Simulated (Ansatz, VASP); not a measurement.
# Ru in VASP and in Ansatz

```xyz
1
Lattice="0.1334 2.0670 2.0670 2.0670 0.1334 2.0670 2.0670 2.0670 0.1334" Properties=species:S:1:pos:R:3 pbc="T T T"
Ru    0.0000    0.0000    0.0000
```

Change from the starting cell: equal engineering shear yz, xz and xy +0.0700, equal normal strain along x, y and z +0.0500.

Alike in both runs: task single point; functional PBE; k mesh 20 × 20 × 20; occupations gaussian, width 0.15 eV; no spin polarisation.

|  | VASP | Ansatz |
| --- | --- | --- |
| version | VASP 6.6.1 | Ansatz 0.2.0 |
| potentials or method | VASP PAW PBE potentials, release 64 (Ru_pv) | scalar-relativistic, plane waves, PAW |
| plane-wave cutoff (eV) | 520 | 420 |
| valence electrons in the cell | 14 | 16 |

Ansatz gave:

```
gap on the k mesh at the Fermi level (eV)       : none
pressure (GPa)                                  : -27.9
largest component of the traceless stress (GPa) : 8.73
```

Q: Estimate VASP's values.

A: gap on the k mesh at the Fermi level (eV): none; pressure (GPa): -28.1; largest component of the traceless stress (GPa): 8.72.

A gap of «none» marks a metal or a gap that the smearing closes. The functional is the same, so the differences come from potentials, cutoffs and numerics. The two sets of potentials don't hold the same shells in valence.

Caveats: so large a pressure means that the cell lies far from this level's equilibrium, or that cutoff or potentials fall short (VASP).
